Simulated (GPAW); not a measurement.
# Cs2AgBiBr6 (Fm-3m) in GPAW: a series of runs, part 2 of 2

GPAW 26.7.0. The steps go on from the part before.

## (3) Equation of state, PW91

Input file run.py:

```python
from ase.eos import EquationOfState
from ase.io import Trajectory, read
from ase.units import GPa
from gpaw import GPAW, PW, setup_paths

setup_paths.insert(0, '.')

atoms = read('Cs2AgBiBr6.cif')

traj = Trajectory('eos.traj', 'w')
volumes, energies = [], []
for x in [0.94, 0.96, 0.98, 1.0, 1.02, 1.04, 1.06]:
    a = atoms.copy()
    a.set_cell(atoms.cell * x**(1 / 3), scale_atoms=True)
    calc = GPAW(mode=PW(600),
                xc='GGA_X_PW91+GGA_C_PW91',
                kpts={'size': (3, 3, 3), 'gamma': True},
                occupations={'name': 'fermi-dirac', 'width': 0.05},
                nbands=73,
                convergence={'density': 1e-05, 'energy': 1e-05},
                maxiter=150,
                txt=f'eos-{x:.2f}.txt')
    a.calc = calc
    energies.append(a.get_potential_energy(force_consistent=True))
    volumes.append(a.get_volume())
    p = -a.get_stress()[:3].mean() / GPa
    calc.write(f'eos-{x:.2f}.gpw')
    traj.write(a)
    print(f'{x:.2f} {volumes[-1]:10.4f} A^3 {energies[-1]:14.6f} eV {p:9.3f} GPa', flush=True)

v0, e0, B = EquationOfState(volumes, energies, eos='birchmurnaghan').fit()
print(f'V0 = {v0:.4f} A^3, E0 = {e0:.6f} eV, B0 = {B / GPa:.2f} GPa')
```

Input file Cs2AgBiBr6.cif:

```cif
data_Cs2AgBiBr6
_cell_length_a 7.94236479
_cell_length_b 7.94236479
_cell_length_c 7.94236479
_cell_angle_alpha 60.00000000
_cell_angle_beta 60.00000000
_cell_angle_gamma 60.00000000
_space_group_name_H-M_alt 'P1'
_space_group_name_Hall 'P 1'
_space_group_IT_number 1
loop_
_space_group_symop_operation_xyz
'x,y,z'
loop_
_atom_site_label
_atom_site_type_symbol
_atom_site_symmetry_multiplicity
_atom_site_Wyckoff_symbol
_atom_site_fract_x
_atom_site_fract_y
_atom_site_fract_z
_atom_site_occupancy
Bi1 Bi 1 a 0.0000000000 0.0000000000 0.0000000000 1
Cs1 Cs 1 a 0.7500000000 0.7500000000 0.7500000000 1
Cs2 Cs 1 a 0.2500000000 0.2500000000 0.2500000000 1
Ag1 Ag 1 a 0.5000000000 0.5000000000 0.5000000000 1
Br1 Br 1 a 0.7494500000 0.7494500000 0.2505500000 1
Br2 Br 1 a 0.2505500000 0.2505500000 0.7494500000 1
Br3 Br 1 a 0.7494500000 0.2505500000 0.2505500000 1
Br4 Br 1 a 0.7494500000 0.2505500000 0.7494500000 1
Br5 Br 1 a 0.2505500000 0.7494500000 0.7494500000 1
Br6 Br 1 a 0.2505500000 0.7494500000 0.2505500000 1
```

Potentials or basis: PAW data sets generated in the run's folder for this functional, pw.

Run with:

```console
$ gpaw-setup -f GGA_X_PW91+GGA_C_PW91 Ag Bi Br Cs
$ OMP_NUM_THREADS=1 python run.py
```

The log of the run:

```text
__  _  _
 | _ |_)|_||  |
 |__||  | ||/\| - 26.7.0

Input parameters:
  mode=PW(ecut=600.0),
  convergence={'density': 1e-05, 'energy': 1e-05},
  kpts=MonkhorstPack(size=(3, 3, 3), gamma=True),
  maxiter=150,
  nbands=73,
  occupations=Occupations(name='fermi-dirac', width=0.05),
  xc=XC(name='GGA_X_PW91+GGA_C_PW91')

Diagonalizing LCAO Hamiltonian
Converting LCAO to pw mode

                              Br        Cs

                        Br       Br
                             Ag

                         Br       Br

                  Cs       Br

       Bi

Atoms  # Å, Bohr magnetons
|   | symbol |         x |        y |        z |    initial magnetic moments |
|---|--------|-----------|----------|----------|-----------------------------|
| 0 |     Bi |  0.000000 | 0.000000 | 0.000000 | ( 0.0000,  0.0000,  0.0000) |
| 1 |     Cs | 11.670345 | 6.737877 | 4.764399 | ( 0.0000,  0.0000,  0.0000) |
| 2 |     Cs |  3.890115 | 2.245959 | 1.588133 | ( 0.0000,  0.0000,  0.0000) |
| 3 |     Ag |  7.780230 | 4.491918 | 3.176266 | ( 0.0000,  0.0000,  0.0000) |
| 4 |     Br |  9.721009 | 5.612427 | 1.591627 | ( 0.0000,  0.0000,  0.0000) |
| 5 |     Br |  5.839452 | 3.371409 | 4.760905 | ( 0.0000,  0.0000,  0.0000) |
| 6 |     Br |  7.780230 | 2.250900 | 1.591627 | ( 0.0000,  0.0000,  0.0000) |
| 7 |     Br |  9.721009 | 3.371409 | 4.760905 | ( 0.0000,  0.0000,  0.0000) |
| 8 |     Br |  7.780230 | 6.732936 | 4.760905 | ( 0.0000,  0.0000,  0.0000) |
| 9 |     Br |  5.839452 | 5.612427 | 1.591627 | ( 0.0000,  0.0000,  0.0000) |

Unit cell  # Å
| periodic |        x |        y |        z |  lengths |    angles |
|----------|----------|----------|----------|----------|-----------|
|      yes | 7.780230 | 0.000000 | 0.000000 | 7.780230 | 60.000000 |
[... 226 lines left out ...]
maximum number of iterations: 150

SCF iterations
|iter     | |      energy | eigst |  dens |
|---------|-|-------------|-------|-------|
|iter:   1| |  -31.040333 | -0.05 |       |
|iter:   2| |  -30.939246 | -1.91 | -1.35 |
|iter:   3| |  -30.242242 | -1.83 | -1.40 |
|iter:   4| |  -30.087162 | -2.55 | -1.74 |
|iter:   5| |  -30.084359 | -3.61 | -2.08 |
|iter:   6| |  -30.085886 | -4.42 | -2.42 |
|iter:   7| |  -30.086093 | -5.29 | -3.12 |
|iter:   8| |  -30.086127c| -6.23 | -3.67 |
|iter:   9| |  -30.086129c| -7.18 | -4.38 |
|iter:  10| |  -30.086129c| -7.91c| -4.92 |
|iter:  11| |  -30.086129c| -8.31c| -5.64c|

Converged in 11 steps
Energy contributions relative to reference atoms: (reference = -1578680.232923)

Energy contributions:
  Kinetic:          92.301166
  Coulomb:         -84.914582
  Zero:             -1.683397
  External:          0.000000
  Xc:              -35.789316
  Entropy:          -0.000000
  Spinorbit:         0.000000
  ----------------------------
  Free energy:     -30.086129
  Extrapolated:    -30.086129

dipole moment: (-60.809000, -35.108093, -24.825170)  # |e|*Ang

Fermi level: 4.108
Eigenvalues  # (at kpt = [0.000, 0.000, 0.000])
| band index |      eig [eV] | occ [0-2] |
|------------|---------------|-----------|
|          0 |       -50.598 |     2.000 |
|        ... |               |           |
|         38 |         1.639 |     2.000 |
|         39 |         1.639 |     2.000 |
|         40 |         1.639 |     2.000 |
|         41 |         2.079 |     2.000 |
|         42 |         2.079 |     2.000 |
|         43 |         2.079 |     2.000 |
[... 8 lines left out ...]
|         52 |         8.546 |     0.000 |
|         53 |         8.671 |     0.000 |
|        ... |               |           |
|         72 |        13.158 |     0.000 |

Gap: 1.846 eV
Transition (v -> c):
  (s=0, k=1, n=45, [0.33, 0.33, -0.33]) -> (s=0, k=3, n=46, [0.33, 0.33, 0.33])
Direct/indirect transitions are different
Direct gap: 2.531 eV
Transition at: (s=0, k=1, n=45, [0.33, 0.33, -0.33])

Stress tensor  # eV/Ang^3
|         x |         y |         z |
|-----------|-----------|-----------|
| -0.025205 |  0.000000 | -0.000000 |
| -0.000000 | -0.025205 |  0.000000 |
| -0.000000 |  0.000000 | -0.025205 |

# Writing to eos-0.94.gpw (mode='')
```

stdout:

```text
0.94   333.0139 A^3     -30.086129 eV     4.038 GPa
0.96   340.0993 A^3     -30.246195 eV     3.194 GPa
0.98   347.1847 A^3     -30.370974 eV     2.440 GPa
1.00   354.2701 A^3     -30.464198 eV     1.766 GPa
1.02   361.3555 A^3     -30.529232 eV     1.163 GPa
1.04   368.4409 A^3     -30.569029 eV     0.624 GPa
1.06   375.5263 A^3     -30.586247 eV     0.141 GPa
<dir> UserWarning: The minimum volume of your fit is not in your volumes.  You may not have a minimum in your dataset!
  warnings.warn(
V0 = 377.9334 A^3, E0 = -30.587383 eV, B0 = 23.47 GPa
```

eos-0.96.txt:

```text
SCF iterations
|iter     | |      energy | eigst |  dens |
|---------|-|-------------|-------|-------|
|iter:   1| |  -31.259070 | -0.08 |       |
|iter:   2| |  -31.133559 | -1.93 | -1.34 |
|iter:   3| |  -30.389015 | -1.84 | -1.39 |
|iter:   4| |  -30.247061 | -2.55 | -1.74 |
|iter:   5| |  -30.244180 | -3.51 | -2.09 |
[... 52 lines left out ...]
Direct/indirect transitions are different
Direct gap: 2.521 eV
Transition at: (s=0, k=1, n=45, [0.33, 0.33, -0.33])

Stress tensor  # eV/Ang^3
|         x |         y |         z |
|-----------|-----------|-----------|
| -0.019934 |  0.000000 |  0.000000 |
|  0.000000 | -0.019934 |  0.000000 |
|  0.000000 |  0.000000 | -0.019934 |

# Writing to eos-0.96.gpw (mode='')
```

Wall time 13 min (1 thread of Arm Neoverse V1, shared host); peak memory 0.79 GiB.

What came out:

- Equilibrium volume: 37.79 Å³/atom (rough: see the caveat)
- Bulk modulus at fixed shape and positions: 23 GPa (rough)

Energy against volume, from the lowest point:
```tsv
volume (Å³/atom)	energy (meV/atom)
33.301	50.01
34.010	34.01
34.718	21.53
35.427	12.20
36.136	5.70
36.844	1.72
37.553	0.00
```

Caveat: the minimum lies outside the volumes run; the cell was scaled at fixed shape and fractional positions, which overstates the stiffness of a crystal with free parameters, most of all of layers and chains; spin-orbit coupling is left out, which moves the levels of the heavy elements.
